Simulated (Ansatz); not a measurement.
A crystal relaxed with r2SCAN in the plane-wave code Ansatz has space group Fm-3m (No. 225) and a = 7.065 Å.

| atom | site | x | y | z |
| --- | --- | --- | --- | --- |
| Ba | 4a | 0.0000 | 0.0000 | 0.0000 |
| Xx | 4b | 0.5000 | 0.0000 | 0.0000 |

The r2SCAN gap is indirect, 2.00 eV (Γ to X), below the direct gap of 2.36 eV at X. HSE06 gives an indirect gap of 2.35 eV, from Γ to X; the least direct gap is 2.75 eV at X. Meshes: r2SCAN 6×6×6, HSE06 4×4×4. r2SCAN's ε∞ is 5.3 in all directions.

Task: Which element is Xx?
A. O
B. Te
C. Se
D. S

Result: B. Xx is Te: BaTe (rocksalt). Ba has 6 Te at 3.53 Å; Te has 6 Ba at 3.53 Å.

No spin polarisation and no zero-point or thermal motion.

No spin-orbit coupling is included; it can move band edges with weight on the heavy atoms by tenths of an eV.

The meshes of the hybrids are coarse, so their gaps aren't converged to the digits shown.
